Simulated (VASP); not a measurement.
# Ca (Im-3m) in VASP: settings compared

Aim: see how the results for Ca move with the level of theory and the settings. Levels: r2SCAN, BLYP+D3(BJ). Tasks: density of states, band structure.

Program: VASP 6.6.1. These are calculated values, not measurements. Logs are shortened: lines on timing, memory, paths and dates and some standing lists are left out, and cuts for length are marked.

### Step 1. The crystal as given

Symmetry: Im-3m, No. 229, cubic system. Conventional cell: a = 4.480 Å, b = 4.480 Å, c = 4.480 Å, α = 90.00°, β = 90.00°, γ = 90.00°. Ca (site symmetry m-3m) is surrounded by 8 Ca at 3.88 Å.

This isn't the form of Ca at room conditions, which is fcc.

### Step 2. Density of states, r2SCAN

run.py

```python
from ase import Atoms
from ase.calculators.vasp import Vasp
from ase.dft.dos import DOS

atoms = Atoms(
    ['Ca'],
    cell=[[-2.24, 2.24, 2.24], [2.24, -2.24, 2.24], [2.24, 2.24, -2.24]],
    scaled_positions=[[0.0, 0.0, 0.0]],
    pbc=True,
)
calc = Vasp(
    directory='calc',
    xc='r2scan',
    pp='PBE',
    setups='materialsproject',
    prec='Accurate',
    encut=520,
    ediff=1e-06,
    ismear=1,
    sigma=0.1,
    lreal=False,
    lasph=True,
    nelm=60,
    algo='Normal',
    isif=2,
    lwave=False,
    lcharg=False,
    lmixtau=True,
    lorbit=10,
    kpts=[8, 8, 8],
    gamma=True,
)
atoms.calc = calc

print('energy (eV):', atoms.get_potential_energy())
print('free energy (eV):', atoms.get_potential_energy(force_consistent=True))
print('forces (eV/A):')
print(atoms.get_forces())
print('stress (eV/A^3, Voigt):', atoms.get_stress())
print('Fermi level (eV):', calc.get_fermi_level())
dos = DOS(calc, width=0.1, window=(-10, 10), npts=201)
print('E - E_F (eV), DOS (1/eV)')
for e, g in zip(dos.get_energies(), dos.get_dos()):
    print(f'{e:8.3f} {g:10.4f}')
```

Potentials or basis: VASP PAW PBE potentials, release 64 (Ca_sv).

Run with:

```sh
> python run.py
```

Standard output:

```text
energy (eV): -7.00947304
free energy (eV): -7.00985159
forces (eV/A):
[[-0. -0.  0.]]
stress (eV/A^3, Voigt): [ 0.00369845  0.00369845  0.00369845 -0.         -0.         -0.        ]
Fermi level (eV): 1.75622169
E - E_F (eV), DOS (1/eV)
 -10.000     0.0000
  -9.900     0.0000
  -9.800     0.0000
  -9.700     0.0000
  -9.600     0.0000
  -9.500     0.0000
[... 193 lines left out ...]
   9.900     0.0000
  10.000     0.0000
```

Run time: 90 s. Hardware: 1 thread of Intel Xeon Platinum 8488C (Sapphire Rapids), shared host; peak memory 0.17 GiB.

Results:

```yaml
Free_energy: -7.0099 eV
Pressure: -0.6 GPa
Band_gap_on_the_k_mesh: none (metal or under the smearing width)
Valence_electrons_inside_the_program's_atomic_spheres: Ca 8.04
```

Levels at points of the mesh, in eV from the Fermi level:
```
           k point  band 2  band 3  band 4  band 5  band 6  band 7  band 8  band 9
(0.00, 0.00, 0.00)  -23.98  -23.98  -23.98   -4.17    2.61    2.61    2.61    3.65
(0.50, 0.00, 0.00)  -24.09  -24.02  -23.98   -0.79   -0.14    1.63    3.55    3.92
(0.50, 0.50, 0.50)  -24.06  -24.06  -24.06    0.25    0.25    3.96    3.96    3.96
```

States per cell in windows of 0.5 eV (zero at the Fermi level; states under -8 eV left out):
```
from (eV)  total  Ca1_d  Ca1_p  Ca1_s
     -8.0   0.00   0.00   0.00   0.00
     -7.5   0.00   0.00   0.00   0.00
     -7.0   0.00   0.00   0.00   0.00
     -6.5   0.00   0.00   0.00   0.00
     -6.0   0.00   0.00   0.00   0.00
     -5.5   0.00   0.00   0.00   0.00
     -5.0   0.00   0.00   0.00   0.00
     -4.5   0.00   0.00   0.00   0.00
     -4.0   0.07   0.00   0.00   0.01
     -3.5   0.13   0.00   0.00   0.01
     -3.0   0.13   0.00   0.00   0.01
     -2.5   0.20   0.00   0.00   0.01
     -2.0   0.21   0.01   0.01   0.01
     -1.5   0.25   0.01   0.01   0.01
     -1.0   0.47   0.04   0.02   0.02
     -0.5   0.42   0.05   0.01   0.01
      0.0   0.83   0.15   0.03   0.00
      0.5   0.79   0.22   0.02   0.00
      1.0   0.55   0.20   0.01   0.00
      1.5   0.94   0.43   0.01   0.00
      2.0   0.78   0.38   0.01   0.00
      2.5   0.61   0.33   0.01   0.00
      3.0   1.16   0.71   0.01   0.01
      3.5   2.37   1.67   0.01   0.01
      4.0   0.10   0.04   0.01   0.00
      4.5   0.00   0.00   0.00   0.00
      5.0   0.00   0.00   0.00   0.00
      5.5   0.00   0.00   0.00   0.00
```

Caveat: the PAW data sets were made with another functional, which shifts forces and pressure a little.

### Step 3. Band structure, BLYP+D3(BJ)

INCAR

```
SYSTEM = Ca
  PREC = Accurate
  ENCUT = 520
  EDIFF = 1E-6
  ISMEAR = 1
  SIGMA = 0.1
  LREAL = .False.
  LASPH = .True.
  NELM = 80
  ALGO = Normal
  ISIF = 2
  LWAVE = .False.
  LCHARG = .False.
  GGA = B5
  ALDAX = 1.0
  AGGAX = 1.0
  AGGAC = 1.0
  ALDAC = 0.0
  IVDW = 12
  VDW_S6 = 1.0
  VDW_S8 = 2.6996
  VDW_A1 = 0.4298
  VDW_A2 = 4.2359
  NBANDS = 11
```

KPOINTS

```
Automatic mesh
0
Gamma
  8 8 8
  0 0 0
```

POSCAR

```
Ca
3.8798
   -0.577349347905      0.577349347905      0.577349347905
    0.577349347905     -0.577349347905      0.577349347905
    0.577349347905      0.577349347905     -0.577349347905
Ca
1
Direct
    0.0000000000      0.0000000000      0.0000000000
```

KPOINTS_OPT

```
path GHNGPH,PN
10
line-mode
reciprocal
 0.0000000000  0.0000000000  0.0000000000  G
 0.5000000000 -0.5000000000  0.5000000000  H

 0.5000000000 -0.5000000000  0.5000000000  H
 0.0000000000  0.0000000000  0.5000000000  N

 0.0000000000  0.0000000000  0.5000000000  N
 0.0000000000  0.0000000000  0.0000000000  G

 0.0000000000  0.0000000000  0.0000000000  G
 0.2500000000  0.2500000000  0.2500000000  P

 0.2500000000  0.2500000000  0.2500000000  P
 0.5000000000 -0.5000000000  0.5000000000  H

 0.2500000000  0.2500000000  0.2500000000  P
 0.0000000000  0.0000000000  0.5000000000  N
```

Potentials or basis: VASP PAW PBE potentials, release 64 (Ca_sv).

Run with:

```sh
> cat potpaw_PBE.64/Ca_sv/POTCAR > POTCAR
> mpirun -np 1 vasp_std > vasp.out
```

It took 39 s on 1 thread of Intel Xeon Platinum 8488C (Sapphire Rapids), shared host; peak memory 0.18 GiB.

Results (log left out):

* Free energy: -1.7517 eV
* Pressure: -2.6 GPa
* Band gap along the path: none (metal or under the smearing width)
* Dispersion energy per atom: -0.533 eV

Levels at the corners of the path, in eV from the Fermi level:
```tsv
point	band 2	band 3	band 4	band 5	band 6	band 7	band 8	band 9
Γ	-23.25	-23.25	-23.25	-3.92	1.99	1.99	1.99	2.95
H	-23.33	-23.33	-23.33	0.03	0.03	3.66	3.66	3.66
H	-23.33	-23.33	-23.33	0.03	0.03	3.66	3.66	3.66
N	-23.36	-23.29	-23.25	-0.92	0.01	1.15	2.84	3.18
N	-23.36	-23.29	-23.25	-0.92	0.01	1.15	2.84	3.18
Γ	-23.25	-23.25	-23.25	-3.92	1.99	1.99	1.99	2.95
Γ	-23.25	-23.25	-23.25	-3.92	1.99	1.99	1.99	2.95
P	-23.31	-23.31	-23.31	0.31	0.31	0.31	3.18	3.21
P	-23.31	-23.31	-23.31	0.31	0.31	0.31	3.18	3.21
H	-23.33	-23.33	-23.33	0.03	0.03	3.66	3.66	3.67
P	-23.31	-23.31	-23.31	0.31	0.31	0.31	3.18	3.21
N	-23.36	-23.29	-23.25	-0.92	0.01	1.15	2.84	3.18
```

Caveat: the PAW data sets were made with another functional, which shifts forces and pressure a little; pairwise dispersion overbinds metals, which lowers pressure and volume.
